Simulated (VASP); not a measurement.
# From VASP inputs to Ansatz: BAs (CsCl)

INCAR

```
IBRION = -1
LREAL = .FALSE.
PREC = Accurate
NSW = 0
ISMEAR = -1
LCHARG = .FALSE.
NELM = 120
NBANDS = 11
EDIFF = 1E-7
LASPH = .TRUE.
LWAVE = .FALSE.
ENCUT = 520
ISIF = 2
GGA = CA
SIGMA = 0.02
```

KPOINTS

```
KPOINTS created by Atomic Simulation Environment
0
Gamma
8 8 8
0 0 0
```

KPOINTS_OPT

```
special points
6
Reciprocal
0.0000000000 0.0000000000 0.0000000000 1
0.0000000000 0.5000000000 0.0000000000 1
0.5000000000 0.5000000000 0.0000000000 1
0.5000000000 0.5000000000 0.5000000000 1
0.5000000000 0.5000000000 0.4500000000 1
0.3000000000 0.5000000000 0.3000000000 1
```

POSCAR

```
B  As
 1.0000000000000000
     2.9251576851005612    0.0000000000000000   -0.0000000000000000
     0.0000000000000000    2.9251576851005612    0.0000000000000000
    -0.0000000000000000    0.0000000000000000    2.9251576851005612
 B   As
   1   1
Cartesian
  0.0000000000000000 -0.0000000000000000 -0.0000000000000000
  1.4625788425502806  1.4625788425502806  1.4625788425502806
```

VASP ran with the recommended LDA PAW datasets (8 valence electrons in the cell).

Q: Write an Ansatz input for this cell and level of theory.

A: 

```yaml
crystal:
  lattice:
    - [2.9251576851, 0.0, 0.0]
    - [0.0, 2.9251576851, 0.0]
    - [0.0, 0.0, 2.9251576851]
  atoms:
    - { symbol: B, position: [0.0, 0.0, 0.0] }
    - { symbol: As, position: [0.5, 0.5, 0.5] }
kpoints:
  mp_grid: { grid: [8, 8, 8] }
  band_path:
    path:
      - [0.0, 0.0, 0.0]
      - [0.0, 0.5, 0.0]
      - [0.5, 0.5, 0.0]
      - [0.5, 0.5, 0.5]
      - [0.5, 0.5, 0.45]
      - [0.3, 0.5, 0.3]
    npoints: 1
hamiltonian:
  xc: lda
scf:
  occupations: { method: fermi_dirac, width: 0.02 }
  n_extra_bands: 4
output:
  forces: true
  stress: true
  eigenvalues: true
```

Other inputs would serve too.

|  | VASP | Ansatz |
| --- | --- | --- |
| gap between bands v and c | -5.62 eV (bands overlap: a metal) | -5.62 eV (bands overlap: a metal) |
| least direct gap | 0.02 eV | 0.02 eV |
| pressure | -4.9 GPa | -5.3 GPa |

Each program uses its own PAW datasets. VASP's cell holds 8 valence electrons and Ansatz's 18. LDA means the Perdew–Zunger form with relativistic exchange in VASP and the Perdew–Wang form in Ansatz. Ansatz's stress includes a Pulay correction; VASP's doesn't.
